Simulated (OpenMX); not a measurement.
**MgS (Niningerite) under changes of volume**

One of the cells (17.609 Å³/atom); the others are scaled copies at fixed shape and fractional positions:

```
S Mg
1.0
     0.00000    2.60165    2.60165
     2.60165    0.00000    2.60165
     2.60165    2.60165    0.00000
S Mg
1 1
Direct
  0.50000 0.50000 0.50000
  0.00000 0.00000 0.00000
```

| Property | Result |
| --- | --- |
| Program | OpenMX 3.8.5 |
| Functional | LDA |
| Potentials or basis | OpenMX 2013 LDA set, S7.0-s2p2d1f1, Mg7.0-s3p2d1, fixed grid of 40 × 40 × 40 points |
| k mesh | 9 × 9 × 9 |
| Occupations | fermi-dirac, width 0.05 eV |
| Spin | no spin polarisation |

```tsv
volume (Å³/atom)	energy over the lowest point (meV/atom)	gap on the mesh (eV)
16.553	2.72	2.78
16.905	0.00	2.74
17.257	1.38	2.70
17.609	6.18	2.66
17.962	14.11	2.62
18.314	24.93	2.58
18.666	?	?
```

What does the run at 18.666 Å³/atom give?

Energy over the lowest point 38.07 meV/atom; gap on the mesh 2.54 eV.

Worked out: A Birch-Murnaghan fit of order 3 (a polynomial in V^(-2/3)) to the other rows has its minimum at 16.96 Å³/atom with B0 = V·E''(V) = 85 GPa and B' = 4.6. It gives 38.17 meV/atom at 18.666 Å³/atom, against the run's 38.07. A straight line through the other rows of the gap, of slope -1.98 eV per unit of ln V, extrapolates to 2.54 eV, against the run's 2.54.

Energies are extrapolated to zero smearing.

Caveats: an odd mesh through Γ misses points on the zone boundary, where band edges often lie; the basis of atomic orbitals isn't converged, which shifts pressures, moduli and gaps.
